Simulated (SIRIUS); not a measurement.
Runs of SIRIUS 7.12.0 on CoO. It takes space group P-6m2 (No. 187, hexagonal). The conventional cell has a = 2.856 Å, b = 2.856 Å, c = 2.788 Å, α = 90.00°, β = 90.00°, γ = 120.00°. Around Co (site symmetry -6m2) lie 6 O at 2.16 Å. O (site symmetry -6m2) is surrounded by 6 Co at 2.16 Å. Measurements of this composition are mostly on another form, of space group No. 225.

```tsv
smearing	gap on the mesh (eV)	moment (μB)
fermi-dirac 0.01 eV	none	3.00
fermi-dirac 0.3 eV	none	(a)
fermi-dirac 0.1 eV	none	3.00
fermi-dirac 0.03 eV	none	3.00
fermi-dirac 0.2 eV	none	2.94
```

Alike in all rows: task single point; level PBE; potentials or basis all-electron FP-LAPW, apw+lo standard; spin collinear, ferromagnetic start; cell as given; k mesh 11 × 11 × 10; cutoff (eV) 276.

Task: Estimate the missing entries.

Result: (a) 2.80.

Caveats: a cell with one magnetic atom can't hold antiferromagnetic order, which such compounds often take; semilocal functionals often make such compounds metallic where correlation or magnetic order opens a gap, which also shifts bond lengths.

A gap of «none» marks a metal or a gap under the smearing width.
